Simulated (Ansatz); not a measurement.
Level of theory: DFT PBE, scalar-relativistic, plane waves, PAW in Ansatz. All cells share a 420 eV cutoff and Γ-centred k meshes spaced at most about 0.3 Å⁻¹ (about 0.25 or finer for metals, 2π included). No spin polarisation.

These are static total energies at zero pressure.

Problem. Order these relaxed structures of Cd₂S by energy, lowest first, with the energy over the lowest of them.
A.

```
Cd S
1.0
    -3.42978    3.42978    3.76507
     3.42978   -3.42978    3.76507
     3.42978    3.42978   -3.76507
Cd S
4 2
Direct
  0.00000 0.30723 0.30723
  0.00000 0.69277 0.69277
  0.30723 0.00000 0.30723
  0.69277 0.00000 0.69277
  0.77063 0.77063 0.00000
  0.22937 0.22937 0.00000
```

B.

```
Cd S
1.0
     3.80092    0.00000    0.00000
    -1.90046    3.29169    0.00000
     0.00000    0.00000    5.41192
Cd S
2 1
Direct
  0.66667 0.33333 0.69878
  0.33333 0.66667 0.30122
  0.00000 0.00000 0.00000
```

Solution. B (0 meV/atom), A (250 meV/atom). Forms: B anti-cadmium iodide type, P-3m1; A I4/mmm. Counting S atoms around Cd (those within 1.25 times the shortest such distance or 1.15 times the sum of covalent radii): B has Cd 3; A has Cd 2. Both come from invented guesses. The lowest form computed isn't among them: it has space group P-4m2 (No. 115), 25.6 Å³/atom and lies 12 meV/atom below the best shown.

No dispersion correction is applied, so the spacing and binding between layers, chains or molecules are poorly described (I4/mmm), and this can change margins and order among such cells. Cells relaxed within their symmetry can be saddle points. Some candidate types were left out of the draw beforehand, so a known form may be missing.
